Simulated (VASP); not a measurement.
Given:

```yaml
crystal:
  lattice:
    - [0.00000, 3.09059, 3.09059]
    - [3.09059, 0.00000, 3.09059]
    - [3.09059, 3.09059, 0.00000]
  atoms:
    - { symbol: Al, position: [0.00000, 0.00000, 0.00000] }
    - { symbol: Sb, position: [0.25000, 0.25000, 0.25000] }
```

All values below come from LDA (Ceperley-Alder, Perdew-Zunger), VASP's LDA PAW potentials (set 64) (plane waves; VASP 6.6.1). Settings: 520 eV cut-off, 8×8×8 Γ-centred mesh, Gaussian smearing of 0.050 eV, potentials Al Sb.

Unless said otherwise, spin-orbit coupling is left out, though it shifts the bands of the heavy elements here.

Task: Predict the energy per atom (σ→0), pressure, band gap (on the k-mesh) with the smallest direct gap where there is one.

Result: 
The band gap (on the k-mesh) is 1.18 eV. The smallest direct gap (on the k-mesh) is 1.30 eV. The energy per atom (σ→0) comes out as -4.636 eV/atom and the pressure comes out as -1.57 GPa.

Only differences to runs with the same potentials and settings are physical.

The compound is AlSb in the zinc blende structure. This cell is one point of a volume scan, at 1.03 of the reference volume.
